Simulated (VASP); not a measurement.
# BN (P6_3/mmc) in VASP: notebook

Runs on BN. Level: PBEsol. Tasks: single point.

Program: VASP 6.6.1. These are calculated values, not measurements. Logs are shortened: lines on timing, memory, paths and dates and some standing lists are left out, and cuts for length are marked.

### Step 1. The structure

Symmetry: P6_3/mmc, No. 194, hexagonal system. Conventional cell: a = 2.504 Å, b = 2.504 Å, c = 7.019 Å, α = 90.00°, β = 90.00°, γ = 120.00°. B (site symmetry -6m2) has 3 N at 1.45 Å as nearest neighbours. N (site symmetry -6m2) has 3 B at 1.45 Å as nearest neighbours.

### Step 2. Single point, PBEsol

Contents of INCAR:

```
SYSTEM = BN
PREC = Accurate
ENCUT = 520
EDIFF = 1E-6
ISMEAR = 0
SIGMA = 0.05
LREAL = .FALSE.
LASPH = .TRUE.
NELM = 100
ALGO = Normal
ISIF = 2
LWAVE = .FALSE.
LCHARG = .FALSE.
GGA = PS
NBANDS = 16
```

Contents of KPOINTS:

```
Automatic mesh
0
G
  12 12 4
  0 0 0
```

Contents of POSCAR:

```
BN
1.0
    2.5043488457      0.0000000000      0.0000000000
   -1.2521744229      2.1688297203      0.0000000000
    0.0000000000      0.0000000000      7.0190956742
B N
2 2
Direct
    0.3333333333      0.6666666667      0.2500000000
    0.6666666667      0.3333333333      0.7500000000
    0.3333333333      0.6666666667      0.7500000000
    0.6666666667      0.3333333333      0.2500000000
```

Potentials or basis: VASP PAW PBE potentials, release 64 (B, N).

Run with:

```
$ cat potpaw_PBE.64/B/POTCAR potpaw_PBE.64/N/POTCAR > POTCAR
$ mpirun -np 1 vasp_std > vasp.out
```

OUTCAR:

```text
SYSTEM = BN
   PREC = Accurate
   ENCUT = 520
   EDIFF = 1E-6
   ISMEAR = 0
   LREAL = .FALSE.
   LASPH = .TRUE.
   NELM = 100
   ISIF = 2
   GGA = PS

 ion  position               nearest neighbor table
   1  0.333  0.667  0.250-   4 1.45   4 1.45   4 1.45
   2  0.667  0.333  0.750-   3 1.45   3 1.45   3 1.45
   3  0.333  0.667  0.750-   2 1.45   2 1.45   2 1.45
   4  0.667  0.333  0.250-   1 1.45   1 1.45   1 1.45

  LATTYP: Found a hexagonal cell.
 ALAT       =     2.5043488457
 C/A-ratio  =     2.8027627566

  Lattice vectors:

 A1 = (   2.5043488457,   0.0000000000,   0.0000000000)
 A2 = (  -1.2521744229,   2.1688297203,   0.0000000000)
 A3 = (   0.0000000000,   0.0000000000,   7.0190956742)

Analysis of symmetry for initial positions (statically):
=====================================================================
 Subroutine PRICEL returns:
 Original cell was already a primitive cell.

 Routine SETGRP: Setting up the symmetry group for a
 hexagonal supercell.

 Subroutine GETGRP returns: Found 24 space group operations
 (whereof 12 operations were pure point group operations)
 out of a pool of 24 trial point group operations.

The static configuration has the point symmetry D_3d.
 The point group associated with its full space group is D_6h.

Analysis of symmetry for dynamics (positions and initial velocities):
=====================================================================
 Subroutine PRICEL returns:
 Original cell was already a primitive cell.

 Routine SETGRP: Setting up the symmetry group for a
 hexagonal supercell.

 Subroutine GETGRP returns: Found 24 space group operations
 (whereof 12 operations were pure point group operations)
 out of a pool of 24 trial point group operations.

The dynamic configuration has the point symmetry D_3d.
 The point group associated with its full space group is D_6h.

 Subroutine INISYM returns: Found 24 space group operations
 (whereof 12 operations are pure point group operations),
 and found     1 'primitive' translations

----------------------------------------------------------------------------------------

                                     Primitive cell

  volume of cell :      38.1243

  direct lattice vectors                    reciprocal lattice vectors
     2.504348846  0.000000000  0.000000000     0.399305393  0.230539076  0.000000000
    -1.252174423  2.168829720  0.000000000     0.000000000  0.461078152  0.000000000
     0.000000000  0.000000000  7.019095674     0.000000000  0.000000000  0.142468495

  length of vectors
[... 80 lines left out ...]
   ISPIN  =      1    spin polarized calculation?
   LNONCOLLINEAR =      F non collinear calculations
   LSORBIT =      F    spin-orbit coupling
   LASPH  =      T    aspherical Exc in radial PAW
   ENCUT  =  520.0 eV  38.22 Ry    6.18 a.u.   4.66  4.66 13.05*2*pi/ulx,y,z
   NELM   =    100;   NELMIN=  2; NELMDL= -5     # of ELM steps
   EDIFF  = 0.1E-05   stopping-criterion for ELM
   LREAL  =      F    real-space projection
[... 7 lines left out ...]
   TEBEG  =    0.0;   TEEND  =   0.0 temperature during run
   PSTRESS=    0.0 pullay stress
   NELECT =      16.0000    total number of electrons
   NUPDOWN=      -1.0000    fix difference up-down
   EMIN   =  10.00;   EMAX   =-10.00  energy-range for DOS
   EFERMI =   0.00;   METHOD = LEGACY
   ISMEAR =     0;   SIGMA  =   0.05  broadening in eV -4-tet -1-fermi 0-gaus
   EFERMI_NEDOS =   21; number of points for ismear=-14 and -15
   IALGO  =     38    algorithm
   IMIX   =      4    mixing-type and parameters
     AMIX     =   0.40;   BMIX     =  1.00
     AMIX_MAG =   1.60;   BMIX_MAG =  1.00
  volume/ion in A,a.u.               =       9.53        64.32
  Fermi-wavevector in a.u.,A,eV,Ry     =   1.225691  2.316220 20.440284  1.502319
  Thomas-Fermi vector in A             =   2.360720
   LORBIT       =      0    0 simple, 1 ext, 2 COOP (PROOUT), +10 PAW based schemes
   GGA     = PS    functional components
   LHFCALC =     F    Hartree Fock is set to
   AEXX    =    0.0000 exact exchange contribution
   IVDW    =     0    specifies the selected vdW correction
   LEPSILON=     F    determine dielectric tensor
   LRPA    =     F    only Hartree local field effects (RPA)
 non-spin polarized calculation
 Gauss-broadening in eV      SIGMA  =   0.05
  energy-cutoff  :      520.00
  volume of cell :       38.12
 maximum number of plane-waves:      1058
 NGX is ok and might be reduce to    20
   NGX =  9   NGY =  9   NGZ = 27

 number of electron      15.9999998 magnetization

 Free energy of the ion-electron system (eV)
  ---------------------------------------------------
  ext. energy  EPLUGINS =         0.00000000
  ---------------------------------------------------
  free energy    TOTEN  =       -36.57082500 eV

  energy without entropy =      -36.57082500  energy(sigma->0) =      -36.57082500

 E-fermi :   2.0468     XC(G=0):  -9.9266

 val. band max:        1.7577924299   @ k =   0.3333   0.3333   0.5000
 cond. band min:       6.0159861078   @ k =   0.5000  -0.0000   0.0000
 fundamental gap:      4.2581936780
 Fermi energy:         2.0468101557

 k-point     1 :       0.0000    0.0000    0.0000
  band No.  band energies     occupation
      1     -15.9526      2.00000
      2     -15.7561      2.00000
      3      -4.3041      2.00000
      4      -2.6523      2.00000
      5       0.4494      2.00000
      6       0.4494      2.00000
[... 433 lines left out ...]
      3      -5.1178      2.00000
      4      -5.0839      2.00000
      5      -1.8104      2.00000
      6      -1.7847      2.00000
[... 8 lines left out ...]
     15      18.1426      0.00000
     16      20.1310      0.00000

 [... further k-points ...]
[... 5 lines left out ...]
  --------------------------------------------------------------------------------------
  -------------------------------------------------------------------------------------
  Total        0.1164519      0.1164519     -0.0248503     -0.0000000     -0.0000000      0.0000000
  in kB        4.8939056      4.8939056     -1.0443373     -0.0000000     -0.0000000      0.0000000
  external PRESSURE =       2.9144913 kB  Pullay stress =       0.0000000 kB

 VOLUME and BASIS-vectors are now :
 -----------------------------------------------------------------------------
  energy-cutoff  :      520.00
  volume of cell :       38.12
      direct lattice vectors                 reciprocal lattice vectors
     2.504348846  0.000000000  0.000000000     0.399305393  0.230539076  0.000000000
    -1.252174423  2.168829720  0.000000000     0.000000000  0.461078152  0.000000000
     0.000000000  0.000000000  7.019095674     0.000000000  0.000000000  0.142468495

 POSITION                                       TOTAL-FORCE (eV/Angst)
 -----------------------------------------------------------------------------------
     -0.00000      1.44589      1.75477         0.000000     -0.000000      0.000000
      1.25217      0.72294      5.26432        -0.000000      0.000000      0.000000
     -0.00000      1.44589      5.26432         0.000000      0.000000      0.000000
      1.25217      0.72294      1.75477        -0.000000      0.000000      0.000000
 -----------------------------------------------------------------------------------
    total drift:                               -0.000000      0.000000      0.000000

  FREE ENERGIE OF THE ION-ELECTRON SYSTEM (eV)
  ---------------------------------------------------
  free  energy   TOTEN  =       -36.5708249998 eV

  energy  without entropy=      -36.5708249998  energy(sigma->0) =      -36.57082500
```

OSZICAR:

```text
N       E                     dE             d eps       ncg     rms          rms(c)
DAV:   1     0.502073959726E+02    0.50207E+02   -0.78433E+03  1832   0.913E+02
DAV:   2    -0.367167349278E+02   -0.86924E+02   -0.79533E+02  2544   0.222E+02
DAV:   3    -0.400445946293E+02   -0.33279E+01   -0.33176E+01  2344   0.438E+01
DAV:   4    -0.400677523480E+02   -0.23158E-01   -0.23154E-01  2320   0.397E+00
DAV:   5    -0.400679876292E+02   -0.23528E-03   -0.23527E-03  2304   0.386E-01    0.110E+01
DAV:   6    -0.369637932203E+02    0.31042E+01   -0.49745E+00  2368   0.168E+01    0.504E+00
DAV:   7    -0.366614665910E+02    0.30233E+00   -0.52201E-01  2408   0.520E+00    0.310E+00
DAV:   8    -0.365740347101E+02    0.87432E-01   -0.23044E-01  2320   0.317E+00    0.464E-01
DAV:   9    -0.365698164843E+02    0.42182E-02   -0.14473E-02  2072   0.953E-01    0.182E-01
DAV:  10    -0.365706973879E+02   -0.88090E-03   -0.11674E-03  2088   0.256E-01    0.310E-02
DAV:  11    -0.365708129317E+02   -0.11554E-03   -0.82370E-05  2256   0.679E-02    0.227E-02
DAV:  12    -0.365708248711E+02   -0.11939E-04   -0.26285E-05  2000   0.333E-02    0.207E-03
DAV:  13    -0.365708249998E+02   -0.12870E-06   -0.58587E-07  2032   0.608E-03
   1 F= -.36570825E+02 E0= -.36570825E+02  d E =-.611044E-18
```

stdout:

```text
POSCAR found type information on POSCAR B N
 POSCAR found :  2 types and       4 ions
 scaLAPACK will be used
 -----------------------------------------------------------------------------
|                                                                             |
|                                                                             |
|     You enforced a specific xc type in the INCAR file but a different       |
|     I HOPE YOU KNOW WHAT YOU ARE DOING!                                     |
|                                                                             |
 -----------------------------------------------------------------------------

 LDA part: xc-table for (Slater+PW92), standard interpolation
 POSCAR, INCAR and KPOINTS ok, starting setup
 FFT: planning ... GRIDC
 FFT: planning ... GRID_SOFT
 FFT: planning ... GRID
 WAVECAR not read
 entering main loop
```

Run time: 21 s. Hardware: 1 thread of Intel Xeon Platinum 8488C (Sapphire Rapids), shared host; peak memory 0.14 GiB.

What came out:

```yaml
Free_energy: -36.5708 eV
Pressure: 0.3 GPa
Band_gap_on_the_k_mesh: 4.26 eV, indirect (least direct gap 4.60 eV)
```

Stress tensor (GPa, compression positive):
```
 0.49  0.00  0.00
 0.00  0.49  0.00
 0.00  0.00 -0.10
```

Caveat: the PAW data sets were made with another functional, which shifts forces and pressure a little; this functional lacks dispersion, which binds the layers, so the pressure and a relaxed spacing across them are unreliable. A k mesh can miss the band edges.

### Step 3. Single point, PBEsol

Contents of INCAR:

```
ALGO = Normal ; EDIFF = 1E-7
ENCUT = 520 ; GGA = PS
ISIF = 2 ; ISMEAR = 0
LASPH = True ; LCHARG = True
LELF = True ; LREAL = False
LVHAR = True ; LWAVE = False
NBANDS = 16 ; NELM = 100
PREC = Accurate ; SIGMA = 0.02
```

Contents of KPOINTS:

```
k-points
0
Gamma
  12 12 4
```

Contents of POSCAR:

```
BN
1.0
    2.5043488508      0.0000000000      0.0000000000
   -1.2521744254      2.1688297247      0.0000000000
    0.0000000000      0.0000000000      7.0190941495
B N
2 2
Direct
    0.3333333333      0.6666666667      0.2500000000
    0.6666666667      0.3333333333      0.7500000000
    0.3333333333      0.6666666667      0.7500000000
    0.6666666667      0.3333333333      0.2500000000
```

Potentials or basis: VASP PAW PBE potentials, release 64 (B, N).

Run with:

```
$ cat potpaw_PBE.64/B/POTCAR potpaw_PBE.64/N/POTCAR > POTCAR
$ mpirun -np 1 vasp_std > vasp.out
```

Wall time 28 s (1 thread of Intel Xeon Platinum 8375C at 2.90GHz (Ice Lake), shared host); peak memory 0.16 GiB.

The run converged. Its results:

* Free energy: -36.5708 eV
* Pressure: 0.3 GPa
* Band gap on the k mesh: 4.26 eV, indirect (least direct gap 4.60 eV)

Stress tensor (GPa, compression positive):
```
 0.49  0.00  0.00
 0.00  0.49  0.00
 0.00  0.00 -0.12
```

Levels at points of the mesh, in eV from the valence-band top:
| k point | band 5 | band 6 | band 7 | band 8 | band 9 | band 10 | band 11 | band 12 |
| --- | --- | --- | --- | --- | --- | --- | --- | --- |
| (0.00, 0.00, 0.00) | -1.31 | -1.31 | -1.29 | -1.29 | 4.76 | 9.51 | 11.52 | 11.52 |
| (0.50, 0.00, 0.00) | -4.13 | -4.09 | -1.31 | -0.55 | 4.26 | 5.37 | 9.41 | 9.92 |
| (0.00, 0.00, 0.50) | -1.30 | -1.30 | -1.30 | -1.30 | 6.86 | 6.86 | 11.56 | 11.56 |
| (0.50, 0.00, 0.50) | -4.11 | -4.11 | -0.92 | -0.92 | 4.66 | 4.66 | 9.81 | 9.81 |

Caveat: the PAW data sets were made with another functional, which shifts forces and pressure a little; this functional lacks dispersion, which binds the layers, so the pressure and a relaxed spacing across them are unreliable.
